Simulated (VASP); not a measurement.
Input of a VASP 6.6.1 run:

INCAR

```
SYSTEM = LiF
  PREC = Accurate
  ENCUT = 600
  EDIFF = 1E-7
  ISMEAR = 0
  SIGMA = 0.03
  LREAL = .False.
  LASPH = .True.
  NELM = 80
  ALGO = Normal
  ISIF = 2
  LWAVE = .False.
  LCHARG = .False.
  METAGGA = R2SCAN
  LMIXTAU = .True.
  IBRION = 2
  NSW = 40
  EDIFFG = -0.01
```

Contents of KPOINTS:

```
Automatic mesh
0
Gamma
  12 12 12
  0 0 0
```

Contents of POSCAR:

```
LiF                                     
1.0
    0.0000000000      2.0128641639      2.0128641639
    2.0128641639      0.0000000000      2.0128641639
    2.0128641639      2.0128641639      0.0000000000
  Li              F             
     1     1
Direct
     0.0000000000000000    0.0000000000000000    0.0000000000000000
     0.5000000000000000    0.5000000000000000    0.5000000000000000
```

Potentials or basis: VASP PAW PBE potentials, release 64 (Li_sv, F).

The run is started by

```console
$ cat potpaw_PBE.64/Li_sv/POTCAR potpaw_PBE.64/F/POTCAR > POTCAR
$ mpirun -np 1 vasp_std > vasp.out
```

Problem. Estimate the band gap on the k mesh.

Solution. 10.29 eV, direct.

Final structure:
```cif
data_structure
_symmetry_space_group_name_H-M 'P 1'
_symmetry_Int_Tables_number 1
_cell_length_a 2.8466
_cell_length_b 2.8466
_cell_length_c 2.8466
_cell_angle_alpha 60.000
_cell_angle_beta 60.000
_cell_angle_gamma 60.000
_cell_volume 16.31
loop_
_atom_site_label
_atom_site_type_symbol
_atom_site_fract_x
_atom_site_fract_y
_atom_site_fract_z
_atom_site_occupancy
Li1 Li 0.00000 0.00000 0.00000 1
F1 F 0.50000 0.50000 0.50000 1
```

Caveat: the relaxation stopped at its first step, so nothing moved. A k mesh can miss the band edges.
